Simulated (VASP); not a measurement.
Set up this calculation in VASP 6.6.1, as the native input.

| Item | Value |
| --- | --- |
| Task | relaxation of shape and atoms at fixed volume |
| Functional | PBE |
| Potentials or basis | VASP PAW PBE potentials, release 64 (Ti_sv) |
| Cutoff | 600 eV |
| k mesh | 15 × 15 × 8 |
| Occupations | methfessel-paxton, width 0.1 eV |
| Spin | no spin polarisation |
| Further INCAR settings | ALGO = Fast; EDIFF = 1e-07; IBRION = 2; EDIFFG = -0.01; NSW = 40; ISIF = 4 |

The structure of Ti lies in POSCAR:

```
Ti                                      
1.0
    2.9946802695      0.0000000000      0.0000000000
   -1.4973401347      2.5934691896     -0.0000000000
    0.0000000000     -0.0000000000      4.7361892146
  Ti            
     2
Direct
     0.3333333332999970    0.6666666667000030    0.2500000000000000
     0.6666666667000030    0.3333333332999970    0.7500000000000000
```

The cell isn't the ideal one: a relaxed cell with its volume scaled by 1.06.

The input as run:

INCAR

```
PREC     = Accurate       # precision mode
ENCUT    = 600            # plane-wave cutoff, eV
EDIFF    = 1E-7           # SCF threshold, eV
ISMEAR   = 1              # smearing method
SIGMA    = 0.1            # smearing width, eV
LREAL    = F              # projectors in reciprocal space
LASPH    = T              # aspherical terms in the spheres
NELM     = 80             # most SCF steps
ALGO     = Fast           # electronic algorithm
ISIF     = 4              # what is computed and relaxed
LWAVE    = F              # write WAVECAR
LCHARG   = F              # write CHGCAR
GGA      = PE             # functional
IBRION   = 2              # ionic algorithm
NSW      = 40             # ionic steps
EDIFFG   = -0.01          # ionic threshold
```

KPOINTS

```
regular mesh
0
Gamma
  15 15 8
```

Potentials or basis: VASP PAW PBE potentials, release 64 (Ti_sv).

The run is started by

```bash
$ cat potpaw_PBE.64/Ti_sv/POTCAR > POTCAR
$ mpirun -np 1 vasp_std > vasp.out
```

It gave:

The pressure after relaxing is -5.9 GPa and the band gap on the k mesh is none (metal or under the smearing width).

Caveat: the relaxation stopped at its first step, so nothing moved.

Run time: 11 min on 1 thread of AMD EPYC 7R43 64-Core Processor (Zen 3), with other jobs on the host, peak memory 0.18 GiB.
